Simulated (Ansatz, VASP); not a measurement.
## Two plane-wave programs on W3S

```
W S
1.0
     2.85459    0.00000    0.00000
    -1.42730    2.47215    0.00000
     0.00000    0.00000   20.19711
W S
3 1
Direct
  0.66667 0.33333 0.19805
  0.33333 0.66667 0.31433
  0.00000 0.00000 0.43061
  0.00000 0.00000 0.54450
```

Alike in both runs: functional PBE; k mesh 9 × 9 × 1; occupations gaussian, width 0.1 eV; no spin polarisation.

Ansatz relaxed the structure, and its values are those at the end. VASP's run is a single point on that final structure, the one shown.

|  | VASP | Ansatz |
| --- | --- | --- |
| version | VASP 6.6.1 | Ansatz 0.2.0 |
| potentials or method | VASP PAW PBE potentials, release 64 (W_sv, S) | scalar-relativistic, plane waves, PAW |
| plane-wave cutoff (eV) | 520 | 420 |
| valence electrons in the cell | 48 | 48 |

```tsv
	VASP	Ansatz	Ansatz less VASP
gap on the k mesh at the Fermi level (eV)	none	none	-
rms of the force components (eV/Å)	0.107	0.105	-0.0022
```

A gap of «none» marks a metal or a gap that the smearing closes. Ansatz warned: «vacuum_density_over_bound».

The runs have no spin-orbit coupling, so splittings on W are missing.
